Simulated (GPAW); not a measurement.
## Al2Pt in GPAW: the effect of volume over the given one

Crystal: Al2Pt.

```
CELL_PARAMETERS angstrom
0.00000 2.95500 2.95500
2.95500 0.00000 2.95500
2.95500 2.95500 0.00000
ATOMIC_POSITIONS crystal
Pt 0.00000 0.00000 0.00000
Al 0.75000 0.75000 0.75000
Al 0.25000 0.25000 0.25000
```

Alike in all runs:

- Program: GPAW 26.7.0
- Task: Fermi surface
- Functional: PBE
- Potentials or basis: GPAW PAW data sets (gpaw-data 1.2.1)
- Cutoff: 510 eV
- Basis: pw
- k mesh: 8 × 8 × 8
- Occupations: fermi-dirac, width 0.05 eV
- Spin: no spin polarisation

```tsv
volume over the given one	pressure (GPa)
1	2.9
0.95	11.0
0.9	21.6
0.85	35.5
0.8	53.8
1.05	?
```

What does the run with volume over the given one 1.05 give?

Pressure -3.3 GPa.

Worked out: A parabola through the other rows of the pressure, of slope -49.5 GPa per unit of volume over the given one there, extrapolates to -1.1 GPa, against the run's -3.3.

Caveats: the cutoff is short for stress and forces, so pressures can be off by a GPa or more.
